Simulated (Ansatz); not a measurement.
**NbH2: response to strain**

NbH2 is deformed so: equal xy, yz and zx engineering shear strains of -1 %. What stress and forces result, by LAPW, PAW and all-electron datasets made for the crystal?

Computed with Ansatz 0.2.0 (DFT LDA, scalar-relativistic, unless a step's input says otherwise).

## Step 1: The starting structure

It takes space group Fm-3m (No. 225, cubic). The conventional cell has a = 4.563 Å, b = 4.563 Å, c = 4.563 Å, α = 90.00°, β = 90.00°, γ = 90.00°. Around Nb (site symmetry m-3m) lie 8 H at 1.98 Å. Around H (site symmetry -43m) lie 4 Nb at 1.98 Å.

As a file:

```
Nb H
1.0
     0.00000    2.28150    2.28150
     2.28150    0.00000    2.28150
     2.28150    2.28150    0.00000
Nb H
1 2
Direct
  0.00000 0.00000 0.00000
  0.25000 0.25000 0.25000
  0.75000 0.75000 0.75000
```

Atoms are numbered in the order of the input: Nb1, H2, H3.

## Step 2: The deformed structure

Space group Fm-3m before, R-3m after.

## Step 3: All-electron LAPW

Contents of input.yaml:

```yaml
crystal:
  lattice:
    - [-0.022815, 2.2700925, 2.2700925]
    - [2.2700925, -0.022815, 2.2700925]
    - [2.2700925, 2.2700925, -0.022815]
  atoms:
    - { symbol: Nb, position: [0.0, 0.0, 0.0] }
    - { symbol: H, position: [0.25, 0.25, 0.25] }
    - { symbol: H, position: [0.75, 0.75, 0.75] }
kpoints:
  mp_grid: { grid: [15, 15, 15] }
  band_path:
    path:
      - [0.0, 0.0, 0.0]
      - [0.5, 0.5, 0.5]
      - [0.2525443832, 0.5, 0.7474556168]
      - [-0.2525443832, 0.2525443832, 0.5]
      - [0.0, 0.0, 0.5]
      - [0.0, 0.0, 0.0]
      - [-0.3762721916, 0.0, 0.3762721916]
      - [0.0, 0.3762721916, 0.6237278084]
      - [0.0, 0.5, 0.5]
    npoints: 5
scf:
  occupations: { method: fermi_dirac, width: 0.03 }
hamiltonian:
  xc: lda
  pseudopotentials: { kind: all_electron, lapw: { basis_error: 0.001 } }
output:
  forces: true
  stress: true
  eigenvalues: true
```

Launch:

```console
$ ansatz run input.yaml --threads 1 --pin off --max-ram 4096MiB --backend cpu --events-out ev --progress --plain --runs-dir out
```

The log of the run, shortened:

```text
LAPW: plane waves up to 8.531 Å⁻¹, error target 1.0e-3 eV per atom; small_component_spin mean_spin; H in spheres of 0.673 Å, 1 of its electrons in bands, Dirac shells []; Nb in spheres of 1.283 Å, 31 of its electrons in bands, Dirac shells []
[...]
Pseudopotentials: kind: all_electron
Pseudopotential: Nb, LAPW, valence charge 31, Koelling and Harmon's equation, gaussian nucleus
Pseudopotential: H, LAPW, valence charge 1, Koelling and Harmon's equation, gaussian nucleus
Functional definition: SPW92
[...]
Crystal: 3 atoms, lattice volume = 23.750 Å³
Basis set: ecut = 277.29980674078973 eV, 259 PW (Γ), exchange–correlation at level 2
Bands: 21, of which v1, the nominal top of the filled ones, is band 17 counted from 1 (16 counted from 0)
Symmetry: 12 space group operations
Space group: R-3m (ITA 166), of the structure as read, at distance tolerance 2.9e-5 Å
k-points: 344 of 3375
[...]
SCF iter   1: F=—  HF=-103869.814433 eV  |F-HF|=—  |Δ(HF+E_count)|=         —  Δρ=9.40e-2  dr2=2.07e0  ethr=6.26e-3  ⟨swp⟩=2.0  Hψ=48018  notcnv=0
[...]
SCF iter   9: F=-103868.413386 eV  HF=-103868.413386 eV  |F-HF|=1.19e-9  |Δ(HF+E_count)|=   9.24e-8  Δρ=3.89e-6  dr2=2.82e-9  ethr=5.90e-10  ⟨swp⟩=2.0  Hψ=20883  notcnv=0
[...]
NSCF: frozen V_eff on 41 k-points
SCF converged after 9 iterations
Free energy (F): -103868.413386 eV
[...]
E sigma→0 (E₀):  -103868.411920 eV
Entropy (-TS):   -0.002932 eV (-0.977 meV/atom)
Fermi energy:    16.520823 eV
[...]
--- Forces (eV/Å), atoms counted from 1 ---
  atom   1  Nb     0.00000000    -0.00000000    -0.00000000
  atom   2  H      0.04630401     0.04630401     0.04630401
  atom   3  H     -0.04630401    -0.04630401    -0.04630401
[...]
--- Stress (GPa, compression-positive) ---
       -8.125184       1.321153       1.321153
        1.321153      -8.125184       1.321153
        1.321153       1.321153      -8.125184
  P = ⅓ Tr σ = -8.1252 GPa (-81.252 kbar)
--- Band table (eV; the first three rows and the last of 344) ---
  k-point 0: bands = ["-417.9089", "-326.5274", "-326.5274", "-326.5237", "-176.7801", "-176.7801", "-176.7776", "-176.7709", "-176.7709", "-38.7199", "-14.5545", "-14.5545", "-14.5318", "5.8902", "15.0933", "15.0933", "15.2611", "15.5143", "17.7743", "17.7743", "28.9457"]
[...]
```

It took 24 s on 1 thread of Intel Xeon 6975P-C (Granite Rapids), shared host; peak memory 0.76 GiB.

Result: pressure -8.13 GPa; no gap; largest force 0.080 eV/Å.

## Step 4: Frozen-core PAW

Contents of input.yaml:

```yaml
crystal:
  lattice:
    - [-0.022815, 2.2700925, 2.2700925]
    - [2.2700925, -0.022815, 2.2700925]
    - [2.2700925, 2.2700925, -0.022815]
  atoms:
    - { symbol: Nb, position: [0.0, 0.0, 0.0] }
    - { symbol: H, position: [0.25, 0.25, 0.25] }
    - { symbol: H, position: [0.75, 0.75, 0.75] }
kpoints:
  mp_grid: { grid: [15, 15, 15] }
scf:
  occupations: { method: fermi_dirac, width: 0.03 }
hamiltonian:
  xc: lda
  pseudopotentials: { kind: paw }
output:
  forces: true
  stress: true
  eigenvalues: true
  efg: { contact_densities: true }
  write_density: true
  write_potential: true
  elf: true
  volumetric_format: npy
```

Launch:

```console
$ ansatz run input.yaml --threads 1 --pin off --max-ram 4096MiB --backend cpu --events-out ev --progress --plain --runs-dir out
```

The log of the run, shortened:

```text
Nb: output.efg is read without spin–orbit coupling, which moves field gradients at and beside such atoms by some per cent and up to a factor of two; PAW files take it under magnetization.noncollinear and magnetization.spin_orbit
[...]
Pseudopotentials: kind: paw
Pseudopotential: Nb, paw, valence charge 13, recommended cutoff 420 eV (normal)
Pseudopotential: H, paw, valence charge 1, recommended cutoff 420 eV (normal)
[... 1 set-up line as earlier in the session ...]
[...]
Crystal: 3 atoms, lattice volume = 23.750 Å³
Basis set: ecut = 420 eV, 459 PW (Γ)
Bands: 12, of which v1, the nominal top of the filled ones, is band 8 counted from 1 (7 counted from 0)
[... 2 set-up lines as earlier in the session ...]
k-points: 344 of 3375
[...]
--- Stress (GPa, compression-positive) ---
       -8.085414       1.320710       1.320710
        1.320710      -8.085414       1.320710
        1.320710       1.320710      -8.085414
  P = ⅓ Tr σ = -8.0854 GPa (-80.854 kbar)
--- PAW observables at the nuclei: V_zz in 10²¹ V/m², potentials from the cell's mean, atoms counted from 1 ---
  atom   1  Nb V_zz =    -1.462056   η = 0.0000   by run symmetry: allowed
            electrostatic potential = -6140.938311 V   contact ρ = 538557.242110 e/Å³
  atom   2  H  V_zz =    +0.049940   η = 0.0000   by run symmetry: allowed
            electrostatic potential = -48.975681 V   contact ρ = 2.796244 e/Å³
  atom   3  H  V_zz =    +0.049940   η = 0.0000   by run symmetry: allowed
            electrostatic potential = -48.975681 V   contact ρ = 2.796244 e/Å³
--- Band table (eV; the first three rows and the last of 344) ---
  k-point 0: bands = ["-40.3558", "-16.1943", "-16.1943", "-16.1716", "4.2595", "13.4639", "13.4639", "13.6316", "13.8896", "16.1421", "16.1421", "27.3060"]
[...]
```

Wall time 4.1 s (1 thread of Intel Xeon 6975P-C (Granite Rapids), shared host); peak memory 0.47 GiB.

Read from it: pressure -8.09 GPa; no gap; largest force 0.080 eV/Å; Vzz Nb1 -1.46 (η = 0.00), H2 0.05 (η = 0.00) (10²¹ V/m²).

The fields are shown in the conventional cell of this run's space group, carried over from its grid by interpolation.

Density in a lattice plane of the grid's cell (edges 3.24 and 7.82 Å, at 0.000 of the third edge), which holds Nb and H.

Values in e/Å³, 12 rows by 6 columns:
```
2.94 1.32 0.27 0.21 0.27 1.32
0.45 0.29 0.18 0.17 0.18 0.29
1.72 0.48 0.27 0.34 0.27 0.48
0.35 0.28 0.44 0.82 0.44 0.28
0.13 0.15 0.27 0.41 0.27 0.15
0.09 0.11 0.18 0.23 0.18 0.11
0.13 0.15 0.27 0.41 0.27 0.15
0.35 0.28 0.44 0.82 0.44 0.28
1.72 0.48 0.27 0.34 0.27 0.48
0.45 0.29 0.18 0.17 0.18 0.29
2.94 1.32 0.27 0.21 0.27 1.32
4.23 4.04 0.44 0.23 0.44 4.04
```
Columns run along the first of these edges and rows up along the second, over one cell in 6 and 12 even steps from the bottom left corner. Atoms in the plane (fractional): Nb at (0.00, 0.00), H at (0.00, 0.25), H at (1.00, 0.75).

ELF in the same plane.

Ten even steps from '0' (0.05) to '9' (0.99):
```
6762131267
5421232124
2212222212
8852111258
9951111159
9831232138
5411222114
2211111112
1111111111
1122222221
1111111111
2211111112
5411222114
9831232138
9951111159
8852111258
2212222212
5421232124
6762131267
0573121375
```
Columns run along the first of these edges and rows up along the second, over one cell in 10 and 20 even steps from the bottom left corner. Atoms in the plane (fractional): Nb at (0.00, 0.00), H at (0.00, 0.25), H at (1.00, 0.75).

Both are smooth fields of the valence electrons: close to the nuclei they are not physical.

The highest ELF values outside the cores: 0.99 at H.

## Step 5: All-electron PAW on datasets made for the crystal

input.yaml: that of step 4 with these lines changed.

```diff
@@ -15,3 +15,3 @@
   xc: lda
-  pseudopotentials: { kind: paw }
+  pseudopotentials: { kind: all_electron, datasets: crystal }
 output:
@@ -21,5 +21 @@
   efg: { contact_densities: true }
-  write_density: true
-  write_potential: true
-  elf: true
-  volumetric_format: npy
```

Launch:

```console
$ ansatz run input.yaml --threads 1 --pin off --max-ram 4096MiB --backend cpu --events-out ev --progress --plain --runs-dir out
```

The log of the run, shortened:

```text
[...]
band count auto-derived: 13 (N_el = 15.0; filled up to band 8; 12 by the electrons, moments and atoms)
Nb: output.efg is read without spin–orbit coupling, which moves field gradients at and beside such atoms by some per cent and up to a factor of two; PAW files take it under magnetization.noncollinear and magnetization.spin_orbit
[...]
[... 1 set-up line as earlier in the session ...]
Pseudopotential: Nb, paw, valence charge 13, recommended cutoff 320 eV (normal), Koelling and Harmon's equation, gaussian nucleus
Pseudopotential: H, paw, valence charge 1, recommended cutoff 320 eV (normal), Koelling and Harmon's equation, gaussian nucleus
[... 1 set-up line as earlier in the session ...]
[...]
Crystal: 3 atoms, lattice volume = 23.750 Å³
Basis set: ecut = 320 eV, 325 PW (Γ)
Bands: 13, of which v1, the nominal top of the filled ones, is band 8 counted from 1 (7 counted from 0)
[... 1 set-up line as earlier in the session ...]
[...]
  atom   3  H     -0.04626543    -0.04626543    -0.04626543
[...]
--- Stress (GPa, compression-positive) ---
       -8.124489       1.320405       1.320405
        1.320405      -8.124489       1.320405
        1.320405       1.320405      -8.124489
  P = ⅓ Tr σ = -8.1245 GPa (-81.245 kbar)
--- PAW observables at the nuclei: V_zz in 10²¹ V/m², potentials from the cell's mean, atoms counted from 1 ---
  atom   1  Nb V_zz =    -1.509320   η = 0.0000   by run symmetry: allowed
            electrostatic potential = -6136.860169 V   contact ρ = 538606.361654 e/Å³
  atom   2  H  V_zz =    +0.047440   η = 0.0000   by run symmetry: allowed
            electrostatic potential = -48.987482 V   contact ρ = 2.800376 e/Å³
  atom   3  H  V_zz =    +0.047440   η = 0.0000   by run symmetry: allowed
            electrostatic potential = -48.987482 V   contact ρ = 2.800376 e/Å³
--- Band table (eV; the first three rows and the last of 344) ---
  k-point 0: bands = ["-38.7202", "-14.5547", "-14.5547", "-14.5321", "5.8902", "15.0932", "15.0932", "15.2609", "15.5143", "17.7741", "17.7741"]
[...]
```

Run time: 14 s. Hardware: 1 thread of Intel Xeon 6975P-C (Granite Rapids), shared host; peak memory 0.71 GiB.

Read from it: pressure -8.12 GPa; no gap; largest force 0.080 eV/Å; Vzz Nb1 -1.51 (η = 0.00), H2 0.05 (η = 0.00) (10²¹ V/m²).

## Step 6: Stress and forces compared

Stress (GPa, compression positive):

```tsv
method	xx	yy	zz	yz	xz	xy
LAPW	-8.13	-8.13	-8.13	1.32	1.32	1.32
PAW	-8.09	-8.09	-8.09	1.32	1.32	1.32
crystal datasets	-8.12	-8.12	-8.12	1.32	1.32	1.32
```

Forces (eV/Å):

```tsv
atom	LAPW x	LAPW y	LAPW z	PAW x	PAW y	PAW z	crystal datasets x	crystal datasets y	crystal datasets z
Nb1	0.000	0.000	0.000	0.000	0.000	0.000	0.000	0.000	0.000
H2	0.046	0.046	0.046	0.046	0.046	0.046	0.046	0.046	0.046
H3	-0.046	-0.046	-0.046	-0.046	-0.046	-0.046	-0.046	-0.046	-0.046
```

```
          method  pressure (GPa)  largest force (eV/Å)  Vzz Nb1 (10²¹ V/m²)  Vzz H2 (10²¹ V/m²)  SCF cycles, by the record's count
            LAPW           -8.13                 0.080                    –                   –                                  9
             PAW           -8.09                 0.080                -1.46                0.05                                  6
crystal datasets           -8.12                 0.080                -1.51                0.05                                  7
```

## Step 7: What came out

| quantity | value |
| --- | --- |
| pressure | LAPW -8.13, PAW -8.09, crystal datasets -8.12 GPa |
| largest shear or deviatoric stress (LAPW) | 1.32 GPa |

**Reading.** The largest part of the stress beyond the pressure is 1.32 GPa in size; the atoms are carried along and not relaxed. No run of the undeformed cell stands beside it, so pressure and stress hold what the given cell had before the change, as far as its symmetry allows. PAW: stress within 0.04 GPa of LAPW, forces within 1 meV/Å. Crystal datasets: stress within 0.01 GPa of LAPW, forces within 1 meV/Å.
